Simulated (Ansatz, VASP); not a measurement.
One calculation of PbSe, two programs

```
CELL_PARAMETERS angstrom
0.00000 3.18910 3.04845
3.18910 0.00000 3.04845
3.18910 3.18910 0.00000
ATOMIC_POSITIONS crystal
Pb 0.00000 0.00000 0.00000
Se 0.50000 0.50000 0.50000
```

Change from the starting cell: epitaxial_xy strain +3.9%.

Alike in both runs: task single point; functional r2SCAN; k mesh 8 × 8 × 8; no spin polarisation.

|  | VASP | Ansatz |
| --- | --- | --- |
| version | VASP 6.6.1 | Ansatz 0.2.0 |
| potentials or method | VASP PAW PBE potentials, release 64 (Pb_d, Se) | plane waves, PAW |
| plane-wave cutoff (eV) | 520 | 500 |
| occupations | gaussian, width 0.01 eV | fixed |
| valence electrons in the cell | 20 | 30 |

VASP gave:

- gap on the k mesh at the Fermi level (eV): 0.76
- pressure (GPa): -2.1
- largest component of the traceless stress (GPa): 2.95

**Question.** Estimate Ansatz's values.

**Answer.** gap on the k mesh at the Fermi level (eV): 0.76; pressure (GPa): -2.1; largest component of the traceless stress (GPa): 2.94.

The two sets of potentials don't hold the same shells in valence.

Caveats: the PAW data sets were made with another functional, which shifts forces and pressure a little (VASP); spin-orbit coupling is left out, which as a rule narrows the gap of such compounds by several tenths of an eV. A k mesh can miss the band edges.
